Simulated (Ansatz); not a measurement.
# 2H-TaSeTe monolayer in a perpendicular field, part 2 of 2

Wanted: the out-of-plane response of the 2H-TaSeTe monolayer. A positive field points along +c.

Ansatz 0.2.0; plane-wave DFT, PBE-D3(BJ), Ansatz PAW (set soft_1); PAW set soft_1.

So far. Step 2 (Relaxation): The lattice constant a goes from 3.722 to 3.548 Å.

## Step 3: Atoms held, field 0

A sawtooth potential applies the field, turning back in the middle of the vacuum. With the dipole correction the typed value is the field outside the slab. The induced dipole is small, so the SCF threshold is tight.

The cell differs from the one that the last finished run ended in (c 38.407 → 21.508 Å).

Input file input.yaml:

```yaml
crystal:
  lattice:
    - [3.5476271864, 0.0, 0.0]
    - [-1.7738135932, 3.0723352666, 0.0]
    - [0.0, 0.0, 21.5075469045]
  atoms:
    - { symbol: Te, position: [0.3333333333, 0.6666666667, 0.4184577646] }
    - { symbol: Ta, position: [0.0, 0.0, 0.507379599] }
    - { symbol: Se, position: [0.3333333333, 0.6666666667, 0.5815422354] }
kpoints:
  mp_grid: { grid: [12, 12, 1] }
  band_path:
    path: [[0, 0, 0], [0.5, 0, 0], [0.33333333, 0.33333333, 0], [0, 0, 0]]
    npoints: 16
hamiltonian:
  xc: pbe
  dispersion: d3bj
  pseudopotentials: { kind: paw, azcp: { folder: soft_1 } }
scf:
  occupations: { method: fermi_dirac, width: 0.02585 }
  convergence: { dr2_threshold: 1.0e-10 }
efield:
  axis: 3
  dipole_correction: true
  ramp_position: 0.97
  ramp_width: 0.06
  amplitude: 0
output:
  dos: { projected: true, e_range: [-6, 5] }
  write_potential: true
  write_density: true
  volumetric_format: npy
  elf: true
```

Command:

```
$ ansatz run input.yaml --threads 2 --pin off --max-ram 3072MiB --backend cpu --events-out ev --progress --plain --runs-dir out
```

Numbers of over 12 decimals in the logs are rounded to 6 here.

The program printed:

```text
[...]
Crystal: 3 atoms, lattice volume = 234.422 Å³
Basis set: ecut = 420 eV, 4529 PW (Γ)
Bands: 27, of which v1, the nominal top of the filled ones, is band 23 counted from 1 (22 counted from 0)
Symmetry: 6 space group operations
[...]
k-points: 19 of 144 (time reversal used)
[...]
SCF iter   1: F=—  HF=-22385.358236 eV  |F-HF|=—  |Δ(HF+E_count)|=         —  Δρ=1.76e-2  dr2=1.25e0  ethr=2.73e-3  p=-0.000 e·Å  D=-1.83e-7 V/Å  ΔV_dip=0.00 eV  dr2_dipole=5.65e-2  V_vac-E_F(+/−)=6.13/6.13 eV  ⟨swp⟩=1.0  Hψ=3405  notcnv=0
efield: sawtooth ramp at fractional position 0.9700 (set: `efield.ramp_position`, or a place that a band, a saddle search or an elastic batch's reference lends), width 0.0600; the density the first Hamiltonian is built on has a dipole p = -0.000 e·Å; the dipole correction subtracts the counter field D = -1.83e-7 V/Å, which shifts the + side's vacuum level by +0.00 eV against the − side's; the planar-averaged density in the ramp window peaks in size at 4.4e-6 e/Å³
[...]
SCF iter   2: F=—  HF=-22385.237879 eV  |F-HF|=—  |Δ(HF+E_count)|=   1.20e-1  Δρ=1.05e-2  dr2=1.15e0  ethr=2.73e-3  p=-0.061 e·Å  D=-4.70e-2 V/Å  ΔV_dip=1.01 eV  dr2_dipole=6.99e-2  V_vac-E_F(+/−)=4.68/3.67 eV  ⟨swp⟩=5.2  Hψ=1280  notcnv=0  defer=1
[...]
SCF iter  12: F=-22385.061346 eV  HF=-22385.061346 eV  |F-HF|=6.18e-11  |Δ(HF+E_count)|=  7.46e-10  Δρ=9.54e-8  dr2=3.85e-11  ethr=1.00e-12  p=-0.015 e·Å  D=-1.14e-2 V/Å  ΔV_dip=0.25 eV  dr2_dipole=7.72e-14  V_vac-E_F(+/−)=5.10/4.86 eV  ⟨swp⟩=4.4  Hψ=1543  notcnv=0
SCF 1 converged in 12 iterations: F = -22385.061346 eV  dr2 = 3.85e-11
[...]
NSCF: frozen V_eff on 49 k-points
efield: sawtooth ramp at fractional position 0.9700 (kept from the solve that this one continues, or follows in the run), width 0.0600; the density the first Hamiltonian is built on has a dipole p = -0.015 e·Å; the dipole correction subtracts the counter field D = -1.14e-2 V/Å, which shifts the + side's vacuum level by +0.25 eV against the − side's; the planar-averaged density in the ramp window peaks in size at 4.4e-6 e/Å³
WARN: The output density's exchange-correlation potential varies sharply where the density is thin. Do not read a vacuum level from v_tot or v_xc, or from such a field of the output density. On a cell that repeats whose density bears no net charge and no dipole along the vacuum's axis use v_es (v_loc + v_h of the components); under efield.dipole_correction with no amplitude use v_es + v_field, which holds any externa [...]
SCF converged after 12 iterations
Free energy (F): -22385.061346 eV
[...]
Internal energy: -22385.054835 eV  (E = F + TS)
E sigma→0 (E₀):  -22385.058091 eV
Entropy (-TS):   -0.006511 eV (-2.170 meV/atom)
Fermi energy:    0.095702 eV
Dipole field:    D = -0.011437 V/Å  (p = -0.014817 e·Å, saw-weighted, corrected)
Work function:   Φ+ = 5.1040 eV   Φ− = 4.8580 eV
Levels:          The Fermi level and band energies are counted from a zero that moves with the ramp; work functions are not
[...]
--- Band table (eV; the first three rows and the last of 19) ---
  k-point 0: bands = [... 19 lower, -1.7887, -0.3136, -0.3136, 0.6427, 3.1559, 3.1559, 3.5884, 3.5884]
  k-point 1: bands = [... 19 lower, -1.7317, -0.5144, -0.4280, 0.5931, 2.9590, 3.1538, 3.2242, 3.5557]
  k-point 2: bands = [... 19 lower, -1.9091, -0.9571, -0.6298, 0.3567, 2.5116, 2.9686, 3.0448, 3.8274]
  k-point 18: bands = [... 19 lower, -3.1426, -2.8215, -1.5568, 0.5930, 1.9674, 3.1882, 3.8441, 5.0737]
```

Run time: 14 s. Hardware: 2 threads of Arm Neoverse V1, shared host; peak memory 0.52 GiB; 27 s of CPU time.

Reading the cycles: dr2 is the Hartree energy of the density residual (eV), the measure of convergence; HF is the Harris–Foulkes estimate of the energy, which meets the free energy F at convergence.

This step gave:

* energy at zero smearing: -22385.0581 eV
* work function, upper face: 5.104 eV
* work function, lower face: 4.858 eV
* dipole along the normal: -0.01482 e·Å
* step between the vacuum levels: 0.2460 eV

Running mean over a fixed 2.5 Å (it still follows the layers) of the planar mean; the ramp of the sawtooth is left out. Table of electron's electrostatic potential energy less the Fermi level by z:

```tsv
z (Å)	electron's electrostatic potential energy less the Fermi level (eV)
3.0	4.86
3.5	4.86
4.0	4.86
4.5	4.86
5.0	4.85
5.5	4.84
6.0	4.79
6.5	4.57
7.0	3.65
7.5	1.53
8.0	-0.641
8.5	-2.87
9.0	-4.53
9.5	-6.59
10.0	-7.92
10.5	-8.22
11.0	-7.78
11.5	-7.35
12.0	-5.78
12.5	-2.82
13.0	-0.307
13.5	1.60
14.0	3.09
14.5	4.40
15.0	4.95
15.5	5.07
16.0	5.10
16.5	5.10
17.0	5.10
17.5	5.10
18.0	5.10
18.5	5.10
```

The density of states has structure finer than the step of the table below, so its rows give means over 0.25 eV, whole bins alone (the curve runs from -6 to 1.99 eV). Peaks (eV: height): -4.430: 5.18, -3.960: 4.85, -3.520: 7.77, -2.860: 4.12, -2.060: 5.59, -1.560: 11.2, -0.020: 4.87.

The density of states by energy, zero at the Fermi level; means over each step:

energy (eV), density of states (states/eV a cell) and a bar:
```
    -5.75        0.0 
    -5.50        0.7 ####
    -5.25        1.5 ########
    -5.00        2.0 ###########
    -4.75        2.1 ############
    -4.50        2.8 ################
    -4.25        2.0 ###########
    -4.00        2.8 ################
    -3.75        1.6 #########
    -3.50        4.3 ########################
    -3.25        1.2 #######
    -3.00        1.8 ##########
    -2.75        3.2 ##################
    -2.50        3.3 ###################
    -2.25        2.3 #############
    -2.00        2.2 #############
    -1.75        1.4 ########
    -1.50        5.3 ##############################
    -1.25        2.7 ###############
    -1.00        2.0 ###########
    -0.75        2.3 #############
    -0.50        1.2 #######
    -0.25        1.6 #########
     0.00        3.4 ###################
     0.25        1.7 ##########
     0.50        0.6 ####
     0.75        0.0
```

Projected DOS per atom over height of the atomic layer and energy from the Fermi level. Layers: Te Ta Se from below.

Ten even steps from '0' (0.00 states/eV) to '9' (2.15 states/eV), each cell a mean:
```
000
000
000
000
040
192
041
430
521
936
312
244
356
325
212
447
324
434
233
223
111
000
```
Columns: height of the atomic layer (Å) from 9 to 12.5 (not evenly spaced); rows upwards: energy from the Fermi level (eV) from -5.96 to 1.96.

Electronic bands along the path, in eV, zero at the Fermi level:

```tsv
point	band 19	band 20	band 21	band 22	band 23	band 24	band 25	band 26
Γ	-2.07	-1.88	-0.41	-0.41	0.55	3.06	3.06	3.49
halfway	-2.76	-2.09	-1.38	-0.78	-0.16	2.23	2.71	3.13
M	-3.53	-2.51	-1.57	-0.59	-0.46	2.78	2.90	3.43
halfway	-3.45	-2.84	-2.25	-1.57	0.15	2.45	3.18	3.59
K	-3.82	-3.24	-2.92	-1.65	0.50	1.87	3.09	3.75
halfway	-2.92	-2.59	-1.56	-1.05	-0.01	2.00	2.72	3.01
Γ	-2.07	-1.88	-0.41	-0.41	0.55	3.06	3.06	3.49
```

Valence density in the ca plane at fractional y = 0.667, with atoms of Te and Se within 0.2 Å of it. It is the smooth field of the valence electrons, not physical close to the nuclei.

Values in e/Å³, 5 rows by 16 columns, each cell a mean:
```
 0  0  0  0  0  0  0  0  0  0  0  0  0  0  0  0
 0  0  0  0  0  0  0  0  0  0  0  0  0  0  0  0
 0  0  0  0  1  6  1  0  3  5  0  0  0  0  0  0
 0  0  0  0  1 10  1  0  8 12  0  0  0  0  0  0
 0  0  0  0  0  1  0  0  1  1  0  0  0  0  0  0
```
Columns run along c (16.0 Å, from fractional 0.17 to 0.92 of the cell), rows up along a (3.5 Å). Atoms in or near the plane, at fractional coordinates: Te at (0.42, 0.33), Se at (0.58, 0.33).

ELF in the ca plane at fractional y = 0.667, with atoms of Te and Se within 0.2 Å of it. It is the smooth field of the valence electrons, not physical close to the nuclei.

Ten even steps from '0' (0.00) to '9' (0.88), each cell a mean:
```
00000000000123444321212343210000000000000000
00000000000011233211211221100000000000000000
00000000002355566531113566542100000000000000
00000000146887555752237888887420000000000000
00000001468975212553257766999742000000000000
00000002579973001353257412899852100000000000
00000002479974101453257634899852000000000000
00000001358986434663247888998631000000000000
00000000024677666742125788775210000000000000
```
Columns run along c (16.0 Å, from fractional 0.17 to 0.92 of the cell), rows up along a (3.5 Å). Atoms in or near the plane, at fractional coordinates: Te at (0.42, 0.33), Se at (0.58, 0.33).

Electrostatic potential energy in the ca plane at fractional y = 0.667, with atoms of Te and Se within 0.2 Å of it. With pseudopotentials it is smooth inside the atoms' cores, unlike the true potential.

Values in eV, 5 rows by 16 columns, each cell a mean:
```
  5   5   5   5   5   5   3   1  -5  -8   1   4   5   5   5   5
  5   5   5   5   5   4  -1  -6  -3  -5  -3   2   5   5   5   5
  5   5   5   5   5   4 -14 -16  -5  -3 -11  -8   4   5   5   5
  5   5   5   5   5   3 -14  -8  -7  -4  -5  -9   4   5   5   5
  5   5   5   5   5   4  -7 -14  -3  -3  -9  -2   5   5   5   5
```
Columns run along c (16.0 Å, from fractional 0.09 to 0.83 of the cell; values clipped at the 3rd and 97th percentile), rows up along a (3.5 Å). Atoms in or near the plane, at fractional coordinates: Te at (0.42, 0.33), Se at (0.58, 0.33).

The work function of the upper face is 5.10 eV.

## Step 4: Single point, field 0.1 V/Å

input.yaml, as its differences from that of step 3:

```diff
@@ -24,7 +24,6 @@
   dipole_correction: true
-  ramp_position: 0.97
-  ramp_width: 0.06
-  amplitude: 0
+  ramp_position: 0.9489
+  ramp_width: 0.0939
+  amplitude: 0.1
 output:
-  dos: { projected: true, e_range: [-6, 5] }
   write_potential: true
@@ -32,2 +31 @@
   volumetric_format: npy
-  elf: true
```

The program printed:

```text
[...]
Crystal: 3 atoms, lattice volume = 234.422 Å³
Basis set: ecut = 420 eV, 4529 PW (Γ)
Bands: 27, of which v1, the nominal top of the filled ones, is band 23 counted from 1 (22 counted from 0)
Symmetry: 6 space group operations
[...]
k-points: 19 of 144 (time reversal used)
[...]
--- Band table (eV; the first three rows and the last of 19) ---
  k-point 0: bands = [... 19 lower, -1.7974, -0.3169, -0.3169, 0.6489, 3.1574, 3.1574, 3.5817, 3.5817]
  k-point 1: bands = [... 19 lower, -1.7388, -0.5193, -0.4318, 0.5985, 2.9634, 3.1440, 3.2257, 3.5490]
  k-point 2: bands = [... 19 lower, -1.9069, -0.9648, -0.6346, 0.3597, 2.5029, 2.9775, 3.0429, 3.8244]
  k-point 18: bands = [... 19 lower, -3.1416, -2.8235, -1.5617, 0.5897, 1.9661, 3.1838, 3.8406, 5.0700]
[key lines of the parts left out:]
SCF converged after 12 iterations
Free energy (F): -22385.061648 eV
Fermi energy:    0.095030 eV
Dipole field:    D = 0.016108 V/Å  (p = 0.020868 e·Å, saw-weighted, corrected)
```

It took 13 s on 2 threads; peak memory 0.47 GiB.

The dipole is 0.0209 e·Å, 0.0357 e·Å from its value without field.

## Step 5: Atoms held, field -0.1 V/Å

input.yaml, as its differences from that of step 4:

```diff
@@ -26,3 +26,3 @@
   ramp_width: 0.0939
-  amplitude: 0.1
+  amplitude: -0.1
 output:
```

The program printed:

```text
[...]
Crystal: 3 atoms, lattice volume = 234.422 Å³
Basis set: ecut = 420 eV, 4529 PW (Γ)
Bands: 27, of which v1, the nominal top of the filled ones, is band 23 counted from 1 (22 counted from 0)
Symmetry: 6 space group operations
[...]
k-points: 19 of 144 (time reversal used)
[...]
--- Band table (eV; the first three rows and the last of 19) ---
  k-point 0: bands = [... 19 lower, -1.7792, -0.3092, -0.3092, 0.6374, 3.1555, 3.1555, 3.5963, 3.5963]
  k-point 1: bands = [... 19 lower, -1.7237, -0.5085, -0.4233, 0.5887, 2.9542, 3.1636, 3.2239, 3.5634]
  k-point 2: bands = [... 19 lower, -1.9103, -0.9484, -0.6240, 0.3549, 2.5200, 2.9602, 3.0477, 3.8316]
  k-point 18: bands = [... 19 lower, -3.1427, -2.8184, -1.5508, 0.5974, 1.9699, 3.1936, 3.8484, 5.0783]
[key lines of the parts left out:]
SCF converged after 12 iterations
Free energy (F): -22385.064611 eV
Fermi energy:    0.097441 eV
Dipole field:    D = -0.038972 V/Å  (p = -0.050488 e·Å, saw-weighted, corrected)
```

Elapsed: 13 s, on 2 threads; peak memory 0.47 GiB; 26 s of CPU time.

The dipole is -0.0505 e·Å, -0.0357 e·Å from its value without field.

## Step 6: Response, atoms held

This step: plane-wave DFT, PBE-D3(BJ), Ansatz PAW (set soft_1); response to a field along the normal, atoms held; PAW set soft_1 (Ansatz 0.2.0).

The dipoles give the slope, and the difference of two potentials shows where the field is screened.

This step gave:

- equivalent conductor thickness p/(ε₀AE): 5.923 Å
- distance between the outer atoms: 3.508 Å

Dipole of the cell against applied field:

```tsv
applied field (V/Å)	dipole of the cell (e·Å)
-0.1000	-0.0505
0.0000	-0.0148
0.1000	0.0209
```

Local field over the applied field, running mean. From the potentials at -0.1 and 0.1 V/Å; running mean over 2.5 Å. Local field over applied field against z:

```tsv
z (Å)	local field over applied field
4.5	0.997
5.0	0.991
5.5	0.976
6.0	0.938
6.5	0.856
7.0	0.718
7.5	0.549
8.0	0.375
8.5	0.212
9.0	0.0929
9.5	0.0490
10.0	0.0385
10.5	0.0294
11.0	0.0331
11.5	0.0498
12.0	0.0695
12.5	0.141
13.0	0.284
13.5	0.459
14.0	0.637
14.5	0.799
15.0	0.911
15.5	0.967
16.0	0.988
16.5	0.996
17.0	0.999
```

Electrons, planar mean, per unit field. The induced electron density by z:

z (Å), induced electron density (e/Å³ per V/Å) and a bar from the least value:
```
      4.5    0.00001 ################
      5.0    0.00004 ################
      5.5    0.00011 #################
      6.0    0.00031 #################
      6.5    0.00078 ####################
      7.0    0.00177 ########################
      7.5    0.00317 ##############################
      8.0    0.00301 #############################
      8.5    0.00078 ####################
      9.0    0.00084 ####################
      9.5    0.00057 ###################
     10.0   -0.00073 #############
     10.5   -0.00094 ############
     11.0    0.00083 ####################
     11.5    0.00067 ###################
     12.0   -0.00075 #############
     12.5   -0.00064 #############
     13.0   -0.00175 #########
     13.5   -0.00370 
     14.0   -0.00259 #####
     14.5   -0.00115 ###########
     15.0   -0.00044 ##############
     15.5   -0.00015 ###############
     16.0   -0.00005 ################
     16.5   -0.00002 ################
     17.0    0.00000 ################
```

By hand: between -0.1 and 0.1 V/Å the dipole changes by 0.07136 e·Å, a slope of 0.3568 e·Å²/V. A perfect conductor of thickness t has p = ε₀AEt, so t = 180.95 × 0.3568 / 10.900 = 5.92 Å (e/ε₀ = 180.95 V·Å, A in Å²).

The induced dipole is that of a conductor 5.92 Å thick.

## Step 7: What came out

```
gap without field                          : none
work function, upper face                  : 5.10 eV
step between the vacuum levels             : 0.246 eV
equivalent conductor thickness, atoms held : 5.92 Å
```

**Reading.** The induced dipole equals that of a perfect conductor 5.92 Å thick, while the outer atoms lie 3.51 Å apart. The two faces differ: the vacuum level above lies 0.25 eV higher than the one below. There is no gap over 0.03 eV, with or without the field. The first relaxation ran with spin and lost its moment, and the later runs have none; other magnetic states were not tried. Spin-orbit coupling is left out, which matters for the bands of elements this heavy.

[Logs are printed without paths, hosts, clocks, repeated set-up lines and the standing remarks that a program may print on its own settings, such as how far it seeks lower states.]

[Hosts, paths, dates, database ids (printed as entryN), source tags and the programs' standing remarks are cut or masked in the printed files.]

[Maps of the electrostatic potential energy from Ansatz leave out the sawtooth potential of an applied field or a dipole correction, so their vacuum need not be flat; planar profiles and work functions include it.]

[The density of states shown here was stored with 400 of the rows of the run's finer table, so its peaks can read low, often by over a quarter, or be missed, and its means over a window can be off by a tenth or more.]
